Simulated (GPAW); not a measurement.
WS2 (Tungstenite):

```
CELL_PARAMETERS angstrom
3.18000 0.00000 0.00000
-1.59000 2.75396 0.00000
0.00000 0.00000 12.50000
ATOMIC_POSITIONS crystal
W 0.66667 0.33333 0.75000
W 0.33333 0.66667 0.25000
S 0.66667 0.33333 0.37500
S 0.33333 0.66667 0.87500
S 0.66667 0.33333 0.12500
S 0.33333 0.66667 0.62500
```

| Item | Value |
| --- | --- |
| Program | GPAW 26.7.0 |
| Task | relaxation of cell and atoms |
| Functional | PBE |
| Dispersion | D3M(BJ) |
| Potentials or basis | GPAW PAW data sets (gpaw-data 1.2.1) |
| Cutoff | 600 eV |
| Basis | pw |
| k mesh | 5 × 5 × 2 |
| Occupations | fermi-dirac, width 0.05 eV |
| Spin | no spin polarisation |

At the start: pressure -8.0 GPa; volume 18.24 Å³/atom.

Problem. Where does the relaxation end?

Solution. Over 10 steps the energy falls by 52.7 meV/atom and the volume is 16.11 Å³/atom (-11.7 %); space group P6_3/mmc (No. 194, to 0.05 Å).

Step by step:
```csv
step,energy change (eV),largest force (eV/Å),pressure (GPa),volume (Å³)
1,0.0000,0.0204,-7.99,109.47
2,-0.0387,0.0779,-7.01,108.76
3,-0.2041,0.6996,1.10,102.94
4,-0.2286,0.5496,0.94,102.32
5,-0.2596,0.0517,-0.54,101.15
6,-0.2611,0.0289,-0.66,101.08
7,-0.2858,0.2417,-1.89,99.34
8,-0.3025,0.3317,-1.93,97.48
9,-0.3124,0.2089,-1.09,96.66
10,-0.3164,0.0092,-0.10,96.66
```

Final structure:
```
W S
1.0
     3.07569    0.00000    0.00000
    -1.53784    2.66362    0.00000
     0.00000    0.00000   11.79815
W S
2 4
Direct
  0.66667 0.33333 0.75000
  0.33333 0.66667 0.25000
  0.66667 0.33333 0.38495
  0.33333 0.66667 0.88495
  0.66667 0.33333 0.11505
  0.33333 0.66667 0.61505
```

Caveat: the k mesh is coarse (spacing up to 0.46 Å⁻¹), so the values aren't converged; later steps reuse the first step's grids.
